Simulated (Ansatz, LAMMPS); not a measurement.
# Amorphous SiO2 (84 atoms): relaxation and levels of theory

Which bonds does the relaxation leave, and how do the Kohn-Sham gap, forces and pressure change with k-mesh and functional?

Calculated with Ansatz 0.2.0: Kohn-Sham DFT, PBE, PAW (set soft_2), plane waves; cutoff 420 eV, Γ point, fermi-dirac smearing of 0.025 eV.

**The cell**

Density at the start: 2.20 g/cm³. The cell holds 84 atoms: 28 Si and 56 O. Cell: a = 10.829 Å, b = 10.829 Å, c = 10.829 Å, α = 90.0°, β = 90.0°, γ = 90.0°. 84 atoms (28 Si, 56 O) placed at random at 2.2 g/cm³, melted at 5000 K for 10 ps at fixed volume with the Morse and Coulomb pair potential with partial charges (Pedone, Malavasi, Menziani, Cormack and Segre, J. Phys. Chem. B 110, 11780 (2006)). Quenched from 5000 K to 300 K at 50 K/ps and fixed volume, held 5 ps, then minimised at fixed cell.

Cell and atoms were relaxed with PBE. The walk converged after 9 steps by the program's count, with a largest force component of 0.00262 eV/Å; it began at an r.m.s. force component of 0.67 eV/Å. The edges went from 10.829, 10.829, 10.829 to 11.189, 9.938, 10.989 Å, and the volume from 15.117 to 14.479 Å³ an atom (-4.2 %).

The input of the reference single point:

```yaml
crystal:
  lattice:
    - [11.17682, 0.35418, -0.38638]
    - [0.35418, 9.93205, 0.03095]
    - [-0.38638, 0.03095, 10.98229]
  atoms:
    - { symbol: Si, position: [0.22979, 0.27523, 0.35634] }
    - { symbol: Si, position: [0.13451, 0.69883, 0.56725] }
    - { symbol: Si, position: [0.32588, 0.00142, 0.79816] }
    - { symbol: Si, position: [0.79966, 0.00096, 0.38445] }
    [... 78 atom lines left out ...]
    - { symbol: O, position: [0.17845, 0.02051, 0.78457] }
    - { symbol: O, position: [0.55328, 0.52486, 0.24467] }
kpoints:
  mp_grid: { grid: [1, 1, 1] }
hamiltonian:
  xc: pbe
scf:
  occupations: { method: fermi_dirac, width: 0.025 }
output:
  forces: true
  stress: true
  populations: true
  dos:
    method: { smearing: { sigma: 0.08 } }
    de: 0.05
    projected: { site_lists: { O: [O], Si: [Si] } }
  eigenvalues: true
  write_density: true
  write_potential: true
  volumetric_format: npy
```

**Bonds after relaxation**

Bonds by pair of elements; cutoffs follow the first minimum of g(r), held within bounds set by covalent radii, and pairs that aren't listed don't count as bonded:

| pair A-B | cutoff (Å) | bonds | mean length (Å) | spread (Å) | shortest (Å) | B about A | A about B |
| --- | --- | --- | --- | --- | --- | --- | --- |
| O-Si | 2.08 | 112 | 1.63 | 0.012 | 1.60 | 2 | 4 |

How many atoms have how many bonded neighbours:

| element | mean | 2 | 4 |
| --- | --- | --- | --- |
| O | 2 | 56 | 0 |
| Si | 4 | 0 | 28 |

**Beside experiment**

**What experiment says.** The density of pristine, uncompressed silica glass was measured at room temperature as a reference for densified samples (“Siliceous zeolite-derived topology of amorphous silica”, 2023, PMC10710485): density 2.2 g/cm³. A silica glass plate was measured by high-energy x-ray diffraction at 20 K and the Si-O distance was taken from the first PDF peak (“Polyhedral units and network connectivity in calcium aluminosilicate glasses from high-energy x-ray diffraction”, 2000, arxiv:cond-mat/0007490): nearest Si–O distance 1.61 Å; number of O about Si 4. The nearest silicon-silicon distance in amorphous silica was obtained by fitting a symmetric peak to the measured radial distribution (as quoted in “New insights into the origin of the first sharp diffraction peak in amorphous silica from an analysis of chemical and radial ordering”, 2024, arxiv:2403.10632): nearest Si–Si distance 3.08 Å; nearest O–O distance 2.63 Å. The mean Si-O-Si angle was obtained by reanalysing earlier high-energy photon diffraction data in combination with published neutron diffraction data on silica glass (“Bond angle distribution in amorphous germania and silica”, 1996, arxiv:chem-ph/9603004): Si–O–Si angle 148.3 °.

Calculation beside experiment:

| quantity | measured | this cell | difference | method of the measurement |
| --- | --- | --- | --- | --- |
| density | 2.2 g/cm³ | 2.30 g/cm³ | +4.4 % | tabulated bulk density |
| nearest Si–O distance | 1.61 Å | 1.63 Å | +1.4 % | high-energy XRD, PDF Gaussian fit |
| nearest Si–Si distance | 3.08 Å | 3.09 Å | +0.3 % | diffraction, Gaussian radial peak fit |
| nearest O–O distance | 2.63 Å | 2.65 Å | +0.8 % | diffraction, Gaussian radial peak fit |
| number of O about Si | 4 | 4 | +0.0 % | high-energy XRD, PDF Gaussian fit |
| Si–O–Si angle | 148.3 ° | 144 ° | -3.0 % | x-ray and neutron diffraction, model fit |

The cell differs from the measured distances by up to 1.4 %, neighbour counts by up to 0.0 %, angles by up to 3.0 % and density by up to 4.4 %. Distances of this cell are positions of the first main peak of g(r), or bond means where the peak is narrow; means over all bonds within a cutoff lie farther out for broad shells. The network comes from the model that made the cell; DFT moved the atoms only locally, and no bond changed. Our coordination numbers hang on a cutoff, and experiments count neighbours in their own ways.

**Levels of theory**

Single points at the relaxed geometry:

```
functional  k-mesh  Kohn-Sham gap (eV)  pressure (GPa)  r.m.s. force component (eV/Å)  SCF cycles     time
       PBE   1×1×1               5.375            0.00                          0.002           7     16 s
       PBE   2×2×2               5.330            0.01                          0.003           7  2.4 min
     HSE06   1×1×1               7.191           -4.74                          0.178          15  3.9 min
    r2SCAN   1×1×1               6.038           -4.68                          0.149           9     48 s
    PBEsol   1×1×1               5.328           -2.41                          0.058           8     16 s
```

The gap is that between the highest filled and lowest empty Kohn-Sham level on the run's k-points. Cutoffs: 420 eV for PBE, HSE06 and PBEsol; 500 eV for r2SCAN. Times come from shared hosts and are rough.

**Findings**

By these cutoffs 100 % of O atoms have 2 and 100 % of Si atoms have 4 neighbours. The Kohn-Sham gap is 5.38 eV with PBE on the 1×1×1 mesh and 5.33 eV on 2×2×2. On the 1×1×1 mesh HSE06 changes the gap by +1.82 eV against PBE. Carrying that shift over to the 2×2×2 mesh gives 5.33 + 1.82 = 7.15 eV, an estimate that takes the shift to be alike at all k-points. On the reference's mesh the gap changes with r2SCAN by +0.66 eV and PBEsol by -0.05 eV. Against the reference the pressure changes with HSE06 by -4.7 GPa, r2SCAN by -4.7 GPa and PBEsol by -2.4 GPa; a negative change means a smaller volume than PBE would take. The denser mesh moves the energy by -0.6 meV/atom and the pressure by +0.01 GPa.

Limits: All single points share the geometry relaxed with PBE. The volume changed by -4.2 % on relaxing; in so small a cell, on this mesh and at this cutoff, the relaxed density is rough. One sample; tail or defect levels can set the gap of a disordered cell. The quench rate of 50 K/ps is many orders above laboratory rates, so the cell is likely richer in defects and strain than a real sample. The network of bonds at the start is that of the classical potential that made the cell, and needn't be the one that DFT or experiment would give. In some runs the program notes that the exchange-correlation potential is rough where the density is thin, the exchange threshold is loose for the stress and the SCF threshold is loose for the stress.

[Logs are printed without paths, hosts, clocks, repeated set-up lines and the standing remarks that a program may print on its own settings, such as how far it seeks lower states.]

[Hosts, paths, dates, database ids (printed as entryN), source tags and the programs' standing remarks are cut or masked in the printed files.]
